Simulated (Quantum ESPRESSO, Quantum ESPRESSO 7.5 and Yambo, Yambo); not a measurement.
## SiC (F-43m): a self-consistent loop beyond G0W0, cycle by cycle

Aim: iterate the self-energy on SiC (F-43m) and follow the gap from cycle to cycle.

Main program and level: Quantum ESPRESSO 7.5 and Yambo 5.3.0; PBE and many-body steps on it, plane waves.

**What was measured.**

- Gap 2.39 eV: band gap at cryogenic temperature; bulk crystal (literature value) (quoted in “Silicon carbide diodes for neutron detection”, 2020, arxiv:2009.14696).

- Gap 2.4 eV: Tauc optical (indirect) gap of annealed polycrystalline 3C-SiC; UV-VIS spectroscopic ellipsometry, Tauc analysis; film (CVD ultrathin polycrystalline film, annealed, about 5 nm grains) (“On-Demand CMOS-Compatible Fabrication of Ultrathin Self-Aligned SiC Nanowire Arrays”, 2018, pmc:6267454).

## 1. The structure

Symmetry: F-43m, No. 216, cubic system. Conventional cell: a = 4.358 Å, b = 4.358 Å, c = 4.358 Å, α = 90.00°, β = 90.00°, γ = 90.00°. Si has 4 C at 1.89 Å nearest. C has 4 Si at 1.89 Å nearest. Farther neighbours are not listed.

The cell and positions come from the Crystallography Open Database and are kept as given unless a step says otherwise.

## 2. Empty states on the mesh, 4×4×4 mesh, 50 bands

This step: Quantum ESPRESSO 7.5; DFT, PBE, plane waves, norm-conserving pseudopotentials.

The sums over transitions need many empty states on a uniform mesh; this step solves for them.

pw.in

```
&control
  calculation = 'nscf'
  prefix = 'x'
  outdir = 'o'
  pseudo_dir = 'pseudo'
/
&system
  ibrav = 0
  nat = 2
  ntyp = 2
  ecutwfc = 74.0
  nbnd = 50
  force_symmorphic = .true.
/
&electrons
  conv_thr = 1e-9
  electron_maxstep = 80
  diago_full_acc = .true.
  diago_thr_init = 5e-6
/
ATOMIC_SPECIES
  Si 28.085 Si.upf
  C 12.011 C.upf
CELL_PARAMETERS angstrom
  -0.0000000000 2.1790000000 2.1790000000
  2.1790000000 -0.0000000000 2.1790000000
  2.1790000000 2.1790000000 -0.0000000000
ATOMIC_POSITIONS crystal
  Si 0.0000000000 0.0000000000 0.0000000000
  C 0.2500000000 0.2500000000 0.2500000000
K_POINTS automatic
  4 4 4 0 0 0
```

Started as:

```console
OMP_NUM_THREADS=1 mpirun -n 4 pw.x -nk 4 -in pw.in > pw.out
```

Output:

```text
Program PWSCF v.7.5 starts

     This program is part of the open-source Quantum ESPRESSO suite
     for quantum simulation of materials; please cite
         "P. Giannozzi et al., J. Phys.:Condens. Matter 21 395502 (2009);
         "P. Giannozzi et al., J. Phys.:Condens. Matter 29 465901 (2017);
         "P. Giannozzi et al., J. Chem. Phys. 152 154105 (2020);
     in publications or presentations arising from this work. More details at

     Atomic positions and unit cell read from directory:
     o/x.save/

     Message from routine setup:
[...]
91.8202  91.8202

          k =-0.3536-0.3536 0.3536 (  1502 PWs)   bands (ev):

[...]
67.3231  70.3832  74.4699  74.9168  74.9168  76.7796  76.7796  78.5456
    83.7103  84.4806  84.4806  90.2903  90.2903  92.1546  92.1546  92.5440
    93.9115  93.9115

          k = 0.3536 0.0000 0.0000 (  1491 PWs)   bands (ev):

     [... further k-points ...]

     highest occupied, lowest unoccupied level (ev):     9.4961   10.8574

     XML data file, pseudopotentials, collected wavefunctions

=------------------------------------------------------------------------------=
   JOB DONE.
=------------------------------------------------------------------------------=
```

Run time: 1.4 s. Hardware: 4 MPI ranks of Arm Neoverse V1, shared host; peak memory 0.05 GiB; 5.5 s of CPU time.

Numbers from this step:

* gap: 1.361 eV
* k of the valence top: 0, 0, 0
* k of the conduction bottom: 0, -0.5, -0.5
* least direct gap: 4.553 eV
* k points computed: 8
* lowest point of the top converged band, above the valence top: 73.3698 eV

On this mesh the gap is 1.361 eV.

The density comes from a self-consistent run that is not shown.

## 3. Conversion and set-up

This step: Yambo 5.3.0; conversion and set-up on PBE, plane waves, norm-conserving pseudopotentials.

The states are converted to the many-body program's format and the q mesh is built.

Started as:

```console
(cd o/x.save; p2y > p2y.log; mv SAVE ../..); yambo > setup.log
```

Output:

```text
 Yambo, version 5.3.0

 [02] CORE Variables Setup
 =========================

  [02.01] Unit cells
  ==================

  Cell kind             :  FCC
  Atoms in the cell     :  Si  C
  number of Si atoms    :  1
  number of C  atoms    :  1

  List of atomic masses
  Mass of Si    :  28.08500
  Mass of C     :  12.01100

  List of atomic coordinates    : [cc]
  Si1       :  0.000000  0.000000  0.000000  order 1
  C1       :  2.058857  2.058857  2.058857  order 2

  Alat factors          :  4.117713  4.117713  4.117713 [a.u.]
  Direct lattice volume :  139.6363 [a.u.]
[...]
==========================================

 IBZ Q-points                                      :   8
 BZ  Q-points                                      :   64

 K/Q-points units:
 rlu = crystal or reduced units; cc = cartesian coordinates; iku = interal k-units

 Q [1]          [rlu]:  0.000000  0.000000  0.000000
 Q [2]          [rlu]: -0.86518E-17 -0.86518E-17  0.25000
 Q [3]          [rlu]:  0.17304E-16  0.17304E-16 -0.50000
[...]
Q [7]          [rlu]: -0.47188E-17 -0.50000     -0.50000
 Q [8]          [rlu]:  0.250000 -0.500000 -0.250000

  [03.01] X indexes
  =================

   [03.01.01] Sigma indexes
   ========================

 [06] Game Over & Game summary
```

It took 2 s on 1 MPI rank; peak memory 0.23 GiB.

## 4. G0W0

G0W0 replaces the xc potential by the self-energy, built once from these orbitals. Only a window of levels is corrected, while the sums run over the empty bands that the input names.

This step: G0W0 on PBE, plane waves, norm-conserving pseudopotentials.

gw1.in

```
HF_and_locXC
gw0
dyson
ppa
em1d
rim_cut
RandQpts= 1000000
RandGvec= 1 RL
EXXRLvcs= 74 Ry
VXCRLvcs= 296 Ry
Chimod= "HARTREE"
% BndsRnXp
 1 | 50 |
%
NGsBlkXp= 9.5 Ry
% LongDrXp
 1 | 1 | 1 |
%
% GbndRnge
 1 | 50 |
%
DysSolver= "n"
ExtendOut
PPAPntXp= 27.21138 eV
% QPkrange
 1 | 8 | 1 | 8 |
%
```

Started as:

```console
OMP_NUM_THREADS=1 mpirun -n 4 yambo -F gw1.in -J gw1 -C gw1 > gw1.log
```

Output:

```text
 Yambo, version 5.3.0

 [02] CORE Variables Setup
 =========================

  [... cell, symmetries and grids as in the set-up ...]

  [02.05] Energies & Occupations
  ==============================

  [X] === General ===
  [X] Electronic Temperature                        :  0.000000  0.000000 [eV K]
  [X] Bosonic    Temperature                        :  0.000000  0.000000 [eV K]
  [X] Finite Temperature mode                       : no
  [X] El. density                                   :  0.38662E+24 [cm-3]
  [X] Fermi Level                                   :  9.496076 [eV]

  [X] === Gaps and Widths ===
  [X] Conduction Band Min                           :  1.361350 [eV]
  [X] Valence Band Max                              :  0.000000 [eV]
  [X] Filled Bands                                  :   4
  [X] Empty Bands                                   :    5   50
  [X] Direct Gap                                    :  4.552957 [eV]
  [X] Direct Gap localized at k                     :   7
  [X] Indirect Gap                                  :  1.361350 [eV]
  [X] Indirect Gap between kpts                     :   1   7
  [X] Last valence band width                       :  4.691459 [eV]
  [X] 1st conduction band width                     :  4.862001 [eV]

 [03] Transferred momenta grid and indexing
 ==========================================

 IBZ Q-points                                      :   8
 BZ  Q-points                                      :   64

 K/Q-points units:
 rlu = crystal or reduced units; cc = cartesian coordinates; iku = interal k-units

 Q [1]          [rlu]:  0.000000  0.000000  0.000000
 Q [2]          [rlu]: -0.86518E-17 -0.86518E-17  0.25000
 Q [3]          [rlu]:  0.17304E-16  0.17304E-16 -0.50000
 Q [4]          [rlu]:  0.23594E-17  0.25000      0.25000
 Q [5]          [rlu]:  0.14582E-17  0.25000      0.50000
 Q [6]          [rlu]: -0.93719E-16  0.25000     -0.25000
 Q [7]          [rlu]: -0.47188E-17 -0.50000     -0.50000
 Q [8]          [rlu]:  0.250000 -0.500000 -0.250000

 [04] Coloumb potential Random Integration (RIM)
 ===============================================

  [04.01] RIM initialization
  ==========================

  * Diagonal components only detected *

  8 x (sBL volume)        :  0.222050 [a.u.]
  sBZ random points       :  1000000
  Points outside the sBZ  :   7996195
  RL volume               :  1.776402 [a.u.]
  Integrated volume       :  1.777248 [a.u.]

  [04.02] RIM integrals
  =====================

  Gamma point sphere radius             :  0.109842 [a.u.]
  Points outside the sphere             :   799659
  [Int_sBZ(q=0) 1/q^2]*(Vol_sBZ)^(-1/3) =:  7.764404
                                 should be <:  7.795600

  Summary of Coulomb integrals for non-metallic bands |Q|[au] RIM/Bare

  Q [1] 0.100000E-4 0.995998 * Q [2] 0.330365 1.064860
  Q [4] 0.381473 1.063764 * Q [6] 0.539484 1.026684
  Q [5] 0.632601 1.019317 * Q [3] 0.660731 1.017217
  Q [7] 0.762946 1.013693 * Q [8] 0.853000 1.010740

 [05] Dipoles
 ============

  [05.01] Setup: observables and procedures
  =========================================

 [06] Dynamic Dielectric Matrix (PPA)
 ====================================

 [WR./gw1//ndb.pp]---------------------------------------------------------------
  Brillouin Zone Q/K grids (IBZ/BZ)                :    8   64    8   64
  RL vectors                                       :  1917 [WF]
  Coulomb cutoff potential                         : none
  Electronic Temperature                           :  0.000000 [K]
  Bosonic    Temperature                           :  0.000000 [K]
  PPA    diel. fun.  energies                      : Perdew, Burke & Ernzerhof(X)+Perdew, Burke & Ernzerhof(C)
  wavefunctions                                    : Perdew, Burke & Ernzerhof(X)+Perdew, Burke & Ernzerhof(C)
  Global Gauge                                     : length
  X matrix size                                    :   89
  X band range                                     :    1   50
  X e/h energy range                               : -1.000000 -1.000000 [eV]
  X Time ordering                                  : R
  X Hxc Kernel                                     : HARTREE
  X Drude frequency                                :  0.000000  0.000000
  X poles                                          :  100.0000 [o/o]
  RL vectors in the sum                            :  1917
  [r,Vnl] included                                 : yes
  Field direction                                  :  0.577350E-5  0.577350E-5  0.577350E-5
  BZ energy Double Grid                            : no
  BZ energy DbGd points                            : 0
  BZ Q point size factor                           : -1.000000
  X Optical Averaged directions                    : none

 [07] Local Exchange-Correlation + Non-Local Fock
 ================================================

 [VXC] Plane waves :  12039
 [EXS] Plane waves :  1471

 QP @ state[ 1 ] K range:   1   8
 QP @ state[ 1 ] b range:   1   8

 [xc] Functional : Perdew, Burke & Ernzerhof(X)+Perdew, Burke & Ernzerhof(C)
 [xc] LIBXC used to calculate xc functional
  PP Number of Atomic Species                      :  2
  NLCC RL compoments                               :  12039
  PP Number of Atomic Species                      :  2
  NLCC RL compoments                               :  12039

 [xc] E_xc :  -3.053998 [Ha]
      E_xc :  -6.107995 [Ry]

  Local XC kind (lXC) : Perdew, Burke & Ernzerhof(X)+Perdew, Burke & Ernzerhof(C)
  Non-Local XC kind (nlXC) : Hartree-Fock

  Corrections @ K [1] :  [eV]
 <1|nlXC|1> = -21.69495  0.23670E-16 <1|lXC|1> = -12.79238 -0.51108E-21
 <2|nlXC|2> = -17.57107 -0.23587E-17 <2|lXC|2> = -14.95033 -0.59240E-22
 <3|nlXC|3> = -17.57124 -0.17640E-16 <3|lXC|3> = -14.95033  0.14161E-15
 <4|nlXC|4> = -17.57114  0.15072E-16 <4|lXC|4> = -14.95033 -0.43203E-21
 <5|nlXC|5> = -7.437648 -0.49197E-17 <5|lXC|5> = -13.20450 -0.18881E-15
 <6|nlXC|6> = -5.781152  0.17768E-17 <6|lXC|6> = -11.30885 -0.37764E-15
[...]
Corrections @ K [2] :  [eV]
[...]
Corrections @ K [3] :  [eV]
[...]
Corrections @ K [4] :  [eV]
[...]
Corrections @ K [5] :  [eV]
[...]
[... 2 further k-points ...]
  Corrections @ K [8] :  [eV]
[...]
<6|nlXC|6> = -4.994242  0.17222E-17 <6|lXC|6> = -11.39469  0.47950E-16
 <7|nlXC|7> = -6.732266 -0.12990E-17 <7|lXC|7> = -13.42077 -0.23601E-16
 <8|nlXC|8> = -5.254734 -0.65107E-18 <8|lXC|8> = -10.98466  0.58997E-17

  [07.01] Hartree-Fock occupations report
  =======================================

  [Hartree-Fock] === General ===
  [Hartree-Fock] Electronic Temperature             :  0.000000  0.000000 [eV K]
  [Hartree-Fock] Bosonic    Temperature             :  0.000000  0.000000 [eV K]
  [Hartree-Fock] Finite Temperature mode            : no
  [Hartree-Fock] El. density                        :  0.38662E+24 [cm-3]
  [Hartree-Fock] Fermi Level                        :  9.496076 [eV]

  [Hartree-Fock] === Gaps and Widths ===
  [Hartree-Fock] Conduction Band Min                :  5.601618 [eV]
  [Hartree-Fock] Valence Band Max                   : -2.620806 [eV]
  [Hartree-Fock] Filled Bands                       :   4
  [Hartree-Fock] Empty Bands                        :    5   50
  [Hartree-Fock] Direct Gap                         :  12.62419 [eV]
  [Hartree-Fock] Direct Gap localized at k          :   7
  [Hartree-Fock] Indirect Gap                       :  8.222424 [eV]
  [Hartree-Fock] Indirect Gap between kpts          :   1   7
  [Hartree-Fock] Last valence band width            :  5.916249 [eV]
  [Hartree-Fock] 1st conduction band width          :  6.388587 [eV]

 [08] Dyson equation: Newton solver
 ==================================

  [08.01] G0W0 (W PPA)
  ====================

  [  GW  ] Bands range     :    1   50
  [GW/PPA] G damping       :  0.100000 [eV]

  QP @ state[ 1 ] K range:   1   8
  QP @ state[ 1 ] b range:   1   8

   Sc/G bands                                       :    1   50
   Sc/G damping                                     :  0.100000 ev
   Sc bands terminator                              : no
   Sx RL components                                 :  1471

   QP @ state[ 1 ] K range                          :   1   8
   QP @ state[ 1 ] b range                          :   1   8
   GF energies kind                                 : Perdew, Burke & Ernzerhof(X)+Perdew, Burke & Ernzerhof(C)
   GF WF`s kind                                     : Perdew, Burke & Ernzerhof(X)+Perdew, Burke & Ernzerhof(C)
   Xs energies kind                                 : Perdew, Burke & Ernzerhof(X)+Perdew, Burke & Ernzerhof(C)
   Xs WF`s kind                                     : Perdew, Burke & Ernzerhof(X)+Perdew, Burke & Ernzerhof(C)

 [11] Game Over & Game summary
```

Wall time 30 s (4 MPI ranks); peak memory 1.2 GiB.

This step gave:

- G0W0 gap on the mesh: 1.965 eV
- starting gap on the mesh: 1.361 eV
- k of the valence top: 0, 0, 0
- k of the conduction bottom: 0, -0.5, -0.5
- least direct G0W0 gap on the computed points: 5.527 eV
- Z at the valence top: 0.7993
- Z at the conduction bottom: 0.8248

The gap on the mesh goes from 1.36 eV to 1.97 eV, a correction of +0.60 eV.

## 5. evGW0, cycle 1

This step: evGW0 on PBE, plane waves, norm-conserving pseudopotentials.

gw2.in, as its differences from gw1.in of step 4:

```diff
@@ -27 +27,2 @@
 %
+GfnQPdb= "E < ./gw1/ndb.QP"
```

Started as:

```console
OMP_NUM_THREADS=1 mpirun -n 4 yambo -F gw2.in -J gw2,gw1_W -C gw2 > gw2.log
```

Output:

```text
 Yambo, version 5.3.0

 [02] CORE Variables Setup
 =========================

  [... cell, symmetries and grids as in the set-up ...]

  [02.05] Energies & Occupations
  ==============================

  [X] === General ===
  [X] Electronic Temperature                        :  0.000000  0.000000 [eV K]
  [X] Bosonic    Temperature                        :  0.000000  0.000000 [eV K]
  [X] Finite Temperature mode                       : no
  [X] El. density                                   :  0.38662E+24 [cm-3]
  [X] Fermi Level                                   :  9.496076 [eV]

  [X] === Gaps and Widths ===
  [X] Conduction Band Min                           :  1.361350 [eV]
  [X] Valence Band Max                              :  0.000000 [eV]
  [X] Filled Bands                                  :   4
  [X] Empty Bands                                   :    5   50
  [X] Direct Gap                                    :  4.552957 [eV]
  [X] Direct Gap localized at k                     :   7
  [X] Indirect Gap                                  :  1.361350 [eV]
  [X] Indirect Gap between kpts                     :   1   7
  [X] Last valence band width                       :  4.691459 [eV]
  [X] 1st conduction band width                     :  4.862001 [eV]

 [03] Transferred momenta grid and indexing
 ==========================================

 IBZ Q-points                                      :   8
 BZ  Q-points                                      :   64

 K/Q-points units:
 rlu = crystal or reduced units; cc = cartesian coordinates; iku = interal k-units

 Q [1]          [rlu]:  0.000000  0.000000  0.000000
 Q [2]          [rlu]: -0.86518E-17 -0.86518E-17  0.25000
 Q [3]          [rlu]:  0.17304E-16  0.17304E-16 -0.50000
[...]
[G+QP] Direct Gap localized at k                  :   7
  [G+QP] Indirect Gap                               :  1.965301 [eV]
  [G+QP] Indirect Gap between kpts                  :   1   7
  [G+QP] Last valence band width                    :  5.141768 [eV]
  [G+QP] 1st conduction band width                  :  5.153490 [eV]

  [coarse-grid] Minimum Bare Gap        [ev]:  1.361350
  [coarse-grid] Minimum Gap Correction  [ev]:  0.603951

  Eqp @ K [1]
   -15.7795      0.00000    -0.953613E-4 -0.390589E-4   7.11875      8.11195      8.11190      8.11199
  Eqp @ K [2]
  -14.65622  -4.70725  -0.68995  -0.69002   6.81963   8.78464   8.78452  10.50286
  Eqp @ K [3]
  -12.31587  -9.15814  -1.19604  -1.19610   6.28116   8.09965   8.09954  11.10043
  Eqp @ K [4]
  -14.28396  -3.66427  -2.17802  -2.17801   4.72972   7.27707  11.62483  11.62468
  Eqp @ K [5]
  -11.94169  -7.56331  -4.34633  -2.59295   4.47312   9.05865  11.51835  11.52927
  [... 2 further k-points ...]
  Eqp @ K [8]
  -10.62259  -7.55710  -5.45258  -5.14181   6.17616  10.28031  10.75345  10.67600

 [07] Dipoles
 ============

  [07.01] Setup: observables and procedures
  =========================================

 [08] Dynamic Dielectric Matrix (PPA)
 ====================================

   Sc/G bands                                       :    1   50
   Sc/G damping                                     :  0.100000 ev
   Sc bands terminator                              : no
   Sx RL components                                 :  1471

   QP @ state[ 1 ] K range                          :   1   8
   QP @ state[ 1 ] b range                          :   1   8
   GF energies kind                                 : Perdew, Burke & Ernzerhof(X)+Perdew, Burke & Ernzerhof(C)+ E < ./gw1/ndb.QP + @E Fit
   GF WF`s kind                                     : Perdew, Burke & Ernzerhof(X)+Perdew, Burke & Ernzerhof(C)
   Xs energies kind                                 : Perdew, Burke & Ernzerhof(X)+Perdew, Burke & Ernzerhof(C)
   Xs WF`s kind                                     : Perdew, Burke & Ernzerhof(X)+Perdew, Burke & Ernzerhof(C)

 [13] Game Over & Game summary
```

The job ended after 25 s (4 MPI ranks; peak memory 1.1 GiB).

This step gave:

```
quasiparticle gap on the mesh                         : 2.040 eV
gap of the density functional on the mesh             : 1.361 eV
k of the valence top                                  : 0, 0, 0
k of the conduction bottom                            : 0, -0.5, -0.5
least direct quasiparticle gap on the computed points : 5.649 eV
Z at the valence top                                  : 0.8031
Z at the conduction bottom                            : 0.8320
```

Against G0W0 in Yambo (4×4×4 mesh, 50 bands, screening to 129.3 eV, Godby-Needs plasmon pole), the gap moves by +0.075 eV.

The program's own table gives 2.141 eV, which is too large where the input levels are shifted: this version takes Σc at the unshifted level E₀, yet steps from the shifted one. The value above is the Newton step from E₀, E₀ + Z(Σc + Σx − Vxc), rebuilt from the printed columns.

(Continued in part 2 of 2.)

[Paths, hosts, dates, memory and timing lines, banners, echoed tables and standing remarks are left out of the program output.]

[Logs are printed without paths, hosts, clocks, repeated set-up lines and the standing remarks that a program may print on its own settings, such as how far it seeks lower states.]

[Runs of the session that timed out or met a known fault of the program may be left out.]

[Hosts, paths, dates, database ids (printed as entryN), source tags and the programs' standing remarks are cut or masked in the printed files.]
